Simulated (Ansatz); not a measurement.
# Co (P6_3/mmc) in Ansatz: single point with PBE

Aim: the single point of Co with PBE.

All numbers are computed with Ansatz 0.2.0; they aren't measurements. Logs are shortened: lines on timing, memory, paths and dates and some standing lists are left out, and cuts for length are marked.

### Step 1. The structure

The structure is hexagonal, space group P6_3/mmc (No. 194). The conventional cell has a = 2.471 Å, b = 2.471 Å, c = 8.088 Å, α = 90.00°, β = 90.00°, γ = 120.00°. Around Co (site symmetry -6m2) lie 12 Co at 2.47 Å. Co (site symmetry -3m) has 12 Co at 2.47 Å as nearest neighbours.

### Step 2. Single point, PBE, collinear spin, ferromagnetic start

input.yaml reads:

```yaml
crystal:
  lattice:
    - [2.4705617809, 0.0, 0.0]
    - [-1.2352808905, 2.1395692639, 0.0]
    - [0.0, 0.0, 8.0882338]
  atoms:
    - { symbol: Co, position: [0.6666666667, 0.3333333333, 0.75], spin: 2.0 }
    - { symbol: Co, position: [0.0, 0.0, 0.5], spin: 2.0 }
    - { symbol: Co, position: [0.3333333333, 0.6666666667, 0.25], spin: 2.0 }
    - { symbol: Co, position: [0.0, 0.0, 0.0], spin: 2.0 }
hamiltonian:
  xc: pbe
  pseudopotentials: { kind: paw }
magnetization:
  spin_polarized: true
kpoints:
  mp_grid: { grid: [12, 12, 4] }
scf:
  occupations: { method: fermi_dirac, width: 0.05 }
basis:
  ecutwfc: "350 eV"
output:
  forces: true
  stress: true
  eigenvalues: true
```

Potentials or basis: Ansatz PAW.

Launch:

```bash
> ansatz run input.yaml --threads 2 --pin off --max-ram 5120MiB --backend cpu --events-out ev --progress --plain --runs-dir out
```

Output:

```text
Warning: basis.ecutwfc = 350 eV is below the records' recommended 420 eV, and the density's cutoff is lower with it unless basis.ecutrho_ratio is high enough to keep the records' density cutoff: compare with a run at a higher cutoff
Warning: RAYON_NUM_THREADS=2 ignored (pool sized by the plan → 2); use --threads N
Engine: ansatz 0.2.0, aarch64-unknown-linux-gnu
Pseudopotentials: kind: paw
Pseudopotential: Co, paw, valence charge 17, recommended cutoff 420 eV (normal), Co.paw.azcp
Functional definition: PBE
  parameter kappa = 0.804
  parameter beta = 0.06672455060314922
  exchange = pbe_x(kappa = kappa, mu = beta*pi^2/3)
  correlation = pbe_c(beta = beta)
Crystal: 4 atoms, lattice volume = 42.754 Å³
Basis set: ecut = 350 eV, 637 PW (Γ), exchange–correlation on 32×32×100 points (8 copies of the dense FFT grid, shifted against one another)
Bands: 46, of which v1, the nominal top of the filled ones, is band 34 counted from 1 (33 counted from 0)
Symmetry: 24 space group operations
Space group: P63/mmc (ITA 194), of the structure as read, at distance tolerance 3.5e-5 Å
Magnetic group: BNS 194.263 (UNI 1493), of the structure as read, at distance tolerance 3.5e-5 Å
k-points: 57 of 576
Non-local potential: Co, projectors of the file, l = 0: 3, l = 1: 2, l = 2: 3, l = 3: 1
PAW form: soft (Blöchl's): semilocal exchange-correlation on the pseudo side does not see the compensation charge
PAW one-centre angular grid: Co, 590 points (default); XC on 64 Gauss nodes
Initial density: superposition of atomic densities (chi_scale 0.1, normalization cell)
Starting moments: Σ|m| = 8 μB on 4 of 4 sites
Initial wavefunctions: pseudopotential atomic-orbital guess
Functional: x = pbe(κ = 0.804, μ = 0.2195149727645171), c = pbe(β = 0.06672455060314922)
SCF iter   1: F=—  HF=-20503.206387 eV  |F-HF|=—  |Δ(HF+E_count)|=         —  Δρ=8.16e-2 (↑5.59e-2 ↓8.16e-2)  dr2=4.50e0  dr2_m=1.30e-1  M=7.000 μB ∫|m|=7.264 μB  β_m=0.30  ethr=3.10e-3  ⟨swp⟩=5.7  Hψ=17409  notcnv=0  defer=21
Mixer restart at iter 1: flushing history
preconditioner: auto → Kerker (q_TF=auto, 2.948 Å⁻¹)  [metal: Δε(μ)=0.011 eV  Ē_g=9.246 eV  σ=0.050 eV  W_gap=0.06  n_scr=12 (ndim 8)  ℏωp=34.1 eV  f_vac=0.000  D(μ)=2.88/eV (n_scr^D=38)]
spin=Collinear: Kerker preconditioning applied to the charge; magnetization (m = ρ↑ − ρ↓) channel mixes plain (no charge-response kernel on spin).
SCF iter   2: F=—  HF=-20501.711942 eV  |F-HF|=—  |Δ(HF+E_count)|=    1.49e0  Δρ=2.83e-2 (↑1.28e-2 ↓2.83e-2)  dr2=2.24e-1  dr2_m=1.22e-1  M=7.014 μB ∫|m|=7.361 μB  β_m=0.33  ethr=3.10e-3  ⟨swp⟩=2.3  Hψ=8673  notcnv=0  defer=413
SCF iter   3: F=—  HF=-20502.762951 eV  |F-HF|=—  |Δ(HF+E_count)|=    1.05e0  Δρ=1.88e-2 (↑1.88e-2 ↓9.20e-3)  dr2=4.90e-2  dr2_m=4.90e-2  M=6.927 μB ∫|m|=7.344 μB  β_m=0.65  ethr=3.29e-4  ⟨swp⟩=2.1  Hψ=6895  notcnv=0  defer=417
SCF iter   4: F=—  HF=-20504.050886 eV  |F-HF|=—  |Δ(HF+E_count)|=    1.29e0  Δρ=1.76e-2 (↑1.76e-2 ↓1.39e-2)  dr2=2.09e-1  dr2_m=6.17e-3  M=6.753 μB ∫|m|=7.259 μB  β_m=0.82  ethr=7.20e-5  ⟨swp⟩=2.0  Hψ=8606  notcnv=0  defer=419
SCF iter   5: F=—  HF=-20504.381532 eV  |F-HF|=—  |Δ(HF+E_count)|=   3.31e-1  Δρ=5.77e-3 (↑5.77e-3 ↓3.91e-3)  dr2=2.36e-2  dr2_m=1.05e-3  M=6.638 μB ∫|m|=7.198 μB  β_m=0.80  ethr=7.20e-5  ⟨swp⟩=2.0  Hψ=10076  notcnv=0  defer=419
SCF iter   6: F=—  HF=-20504.401589 eV  |F-HF|=—  |Δ(HF+E_count)|=   2.01e-2  Δρ=2.34e-3 (↑2.34e-3 ↓2.09e-3)  dr2=4.79e-3  dr2_m=1.97e-4  M=6.607 μB ∫|m|=7.183 μB  β_m=0.69  ethr=3.47e-5  ⟨swp⟩=2.0  Hψ=8740  notcnv=0  defer=367
SCF iter   7: F=—  HF=-20504.402132 eV  |F-HF|=—  |Δ(HF+E_count)|=   5.43e-4  Δρ=7.16e-4 (↑7.16e-4 ↓5.67e-4)  dr2=4.61e-4  dr2_m=4.34e-5  M=6.599 μB ∫|m|=7.181 μB  β_m=0.80  ethr=7.05e-6  ⟨swp⟩=2.0  Hψ=7554  notcnv=0  defer=367
SCF iter   8: F=—  HF=-20504.402086 eV  |F-HF|=—  |Δ(HF+E_count)|=   4.52e-5  Δρ=2.34e-4 (↑1.07e-4 ↓2.34e-4)  dr2=2.44e-5  dr2_m=4.24e-6  M=6.598 μB ∫|m|=7.185 μB  β_m=0.90  ethr=6.77e-7  ⟨swp⟩=2.2  Hψ=7199  notcnv=0  defer=363
SCF iter   9: F=—  HF=-20504.402091 eV  |F-HF|=—  |Δ(HF+E_count)|=   4.99e-6  Δρ=1.56e-4 (↑5.50e-5 ↓1.56e-4)  dr2=1.55e-5  dr2_m=1.10e-6  M=6.599 μB ∫|m|=7.185 μB  β_m=0.95  ethr=3.59e-8  ⟨swp⟩=1.5  Hψ=6002  notcnv=0  defer=363
SCF iter  10: F=—  HF=-20504.402090 eV  |F-HF|=—  |Δ(HF+E_count)|=   1.20e-6  Δρ=5.56e-5 (↑1.98e-5 ↓5.56e-5)  dr2=1.09e-6  dr2_m=2.69e-7  M=6.599 μB ∫|m|=7.185 μB  β_m=0.97  ethr=2.28e-8  ⟨swp⟩=1.8  Hψ=6115  notcnv=0  defer=363
SCF iter  11: F=—  HF=-20504.402090 eV  |F-HF|=—  |Δ(HF+E_count)|=   1.17e-7  Δρ=3.12e-5 (↑9.26e-6 ↓3.12e-5)  dr2=4.39e-7  dr2_m=6.41e-8  M=6.599 μB ∫|m|=7.185 μB  β_m=0.99  ethr=1.60e-9  ⟨swp⟩=2.0  Hψ=6842  notcnv=0  defer=363
SCF iter  12: F=—  HF=-20504.402090 eV  |F-HF|=—  |Δ(HF+E_count)|=   2.75e-9  Δρ=6.21e-6 (↑5.17e-6 ↓6.21e-6)  dr2=3.43e-8  dr2_m=3.24e-10  M=6.599 μB ∫|m|=7.185 μB  β_m=0.99  ethr=6.46e-10  ⟨swp⟩=2.1  Hψ=6731  notcnv=0  defer=363
SCF iter  13: F=-20504.402090 eV  HF=-20504.402090 eV  |F-HF|=2.45e-9  |Δ(HF+E_count)|=   1.63e-9  Δρ=2.60e-6 (↑1.29e-6 ↓2.60e-6)  dr2=3.51e-9  dr2_m=2.39e-10  M=6.599 μB ∫|m|=7.185 μB  ethr=5.04e-11  ⟨swp⟩=6.5  Hψ=19380  notcnv=0
SCF 1 converged in 13 iterations: F = -20504.402090 eV  dr2 = 3.51e-9
SCF converged after 13 iterations
Magnetization: 6.5988 μB (37.2994 up, 30.7006 down)
Absolute magnetization: 7.1873 μB (∫|ρ↑−ρ↓|, with the PAW one-centre terms)
Spin contamination: 0.1040 ħ² per cell (⟨S²⟩ above its minimum at these occupations)
Per-site moments (μB) at R_I (Å): [(1.728499887005826, 1.0191067346264122), (1.7065508917545165, 1.0191067346264122), (1.7284998870058264, 1.0191067346264122), (1.7065508917545165, 1.0191067346264122)]
Free energy (F): -20504.402090 eV
Harris-Foulkes:  -20504.402090 eV  (|F-HF|=2.45e-9)
Internal energy: -20504.368670 eV  (E = F + TS)
E sigma→0 (E₀):  -20504.385380 eV
Entropy (-TS):   -0.033420 eV (-8.355 meV/atom)
Fermi energy:    19.065927 eV
--- Per-component energies (eV) ---
  E_band       = -956.914792
  E_kinetic    = 1815.866198
  E_local      = -11254.283938  (includes V_loc(G=0)·N_el)
  E_nonlocal   = 1830.722248
  E_hartree    = 4725.069349
  E_xc         = -636.221476
  E_vxc        = -821.033032  (∫ρ·V_xc dr)
  E_paw        = -6072.662336  (= ΣΔE_a)
  E_vpaw       = -1978.319334  (= ΣTr[D̂ρ^β])
  E_aug_tail   = 0.002487  (compensation charges beyond the density's cutoff)
  E_ewald      = -10912.861201
  E_smearing   = -0.033420  (= −TS)
  E_closure    = -0.000000  (closes the sum)
  Σ components = -20504.402090   (vs F -20504.402090, Δ=0.00e0)
--- Forces (eV/Å), atoms counted from 1 ---
  atom   1  Co     0.00000000     0.00000000     0.00000000
  atom   2  Co     0.00000000    -0.00000000     0.00000000
  atom   3  Co    -0.00000000    -0.00000000     0.00000000
  atom   4  Co    -0.00000000     0.00000000     0.00000000
  max |Σ_I F_I| component: 9.25e-18 eV/Å
--- Stress (GPa, compression-positive) ---
        5.744762       0.000000       0.000000
        0.000000       5.744762       0.000000
        0.000000       0.000000       1.850780
  P = ⅓ Tr σ = 4.4468 GPa (44.468 kbar)
--- Band table (eV; the first three rows and the last of 114) ---
  k-point 0 ↑: bands = ["-77.1225", "-77.1064", "-77.0678", "-77.0521", "-40.5290", "-40.3991", "-40.3145", "-40.2123", "-40.2123", "-40.1943", "-40.1943", "-40.1821", "-40.1812", "-40.1812", "-40.1635", "-40.1635", "9.8962", "12.1186", "12.1448", "13.7425", "15.9660", "15.9937", "16.2356", "16.2356", "16.2764", "16.2764", "16.2936", "16.5295", "16.5295", "16.5989", "16.5989", "17.2130", "17.2130", "17.5477", "17.5477", "17.8632", "17.8632", "18.2621", "18.2621", "18.6798", "25.2638", "33.7494", "33.7509", "40.8324", "41.4084", "42.3433"]
  k-point 1 ↑: bands = ["-77.1205", "-77.1096", "-77.0643", "-77.0537", "-40.5166", "-40.4334", "-40.2796", "-40.2105", "-40.2105", "-40.1988", "-40.1988", "-40.1948", "-40.1767", "-40.1767", "-40.1652", "-40.1652", "10.0531", "11.2365", "12.9866", "13.7034", "16.0161", "16.2353", "16.2503", "16.2635", "16.2635", "16.3044", "16.3044", "16.4857", "16.4857", "16.5499", "16.5499", "17.2690", "17.2690", "17.4940", "17.4940", "17.9475", "17.9475", "18.0953", "18.2174", "18.2174", "26.1611", "30.8636", "36.7695", "40.9231", "41.2847", "42.0610"]
  k-point 2 ↑: bands = ["-77.1157", "-77.1157", "-77.0584", "-77.0584", "-40.4821", "-40.4821", "-40.2301", "-40.2301", "-40.2056", "-40.2056", "-40.2056", "-40.2056", "-40.1701", "-40.1701", "-40.1701", "-40.1701", "10.5128", "10.5128", "13.5126", "13.5126", "16.1410", "16.1410", "16.3226", "16.3226", "16.3226", "16.3226", "16.4627", "16.4627", "16.4627", "16.4627", "17.0068", "17.0068", "17.3858", "17.3858", "17.3858", "17.3858", "18.0958", "18.0958", "18.0958", "18.0958", "28.2481", "28.2481", "39.7376", "39.7376", "41.1676", "41.1676"]
  k-point 56 ↓: bands = ["-74.9495", "-74.9495", "-74.9398", "-74.9398", "-38.4004", "-38.4004", "-38.3762", "-38.3762", "-38.3355", "-38.3355", "-38.3221", "-38.3221", "-38.2245", "-38.2245", "-38.2079", "-38.2079", "16.1402", "16.1402", "16.2419", "16.2419", "16.2497", "16.2497", "16.3413", "16.3413", "17.3439", "17.3439", "17.4367", "17.4367", "18.7857", "18.7857", "19.3310", "19.3310", "20.0412", "20.0412", "20.1402", "20.1402", "24.7836", "24.7836", "25.3221", "25.3221", "25.9457", "25.9457", "28.7580", "28.7580", "30.5386", "30.5386"]
```

Run time: 16 s. Hardware: 2 threads of Arm Neoverse N1, shared host; peak memory 0.47 GiB.

What came out:

| Item | Value |
| --- | --- |
| Free energy | -20504.4021 eV |
| Pressure | 4.4 GPa |
| Band gap on the k mesh | none (metal or under the smearing width) |
| Net moment | 6.60 μB per cell |
| Absolute moment | 7.19 μB per cell |
| Site moments | Co +1.73, +1.71 μB |

Levels at points of the mesh, in eV from the Fermi level:
Spin up:
| k point | band 36 | band 37 | band 38 | band 39 | band 40 | band 41 |
| --- | --- | --- | --- | --- | --- | --- |
| (0.00, 0.00, 0.00) | -1.20 | -1.20 | -0.80 | -0.80 | -0.39 | 6.20 |
| (0.00, 0.00, -0.50) | -1.68 | -0.97 | -0.97 | -0.97 | -0.97 | 9.18 |
| (0.00, -0.50, 0.00) | -0.52 | 0.19 | 1.30 | 2.45 | 3.07 | 6.99 |
| (0.00, -0.50, -0.50) | -0.56 | 1.21 | 1.21 | 2.76 | 2.76 | 7.33 |
Spin down:
```tsv
k point	band 27	band 28	band 29	band 30	band 31	band 32	band 33	band 34
(0.00, 0.00, 0.00)	-1.14	-0.85	-0.85	-0.81	-0.81	-0.43	0.08	0.08
(0.00, 0.00, -0.50)	-1.05	-1.05	-0.95	-0.95	-0.95	-0.95	0.26	0.26
(0.00, -0.50, 0.00)	-0.82	-0.08	-0.05	0.45	1.24	1.26	1.27	1.30
(0.00, -0.50, -0.50)	-0.85	-0.85	-0.25	-0.25	0.85	0.85	1.26	1.26
```

Caveat: the pressure holds a Pulay correction of +9.0 GPa for the finite cutoff; the cutoff lies under the one recommended for these potentials.
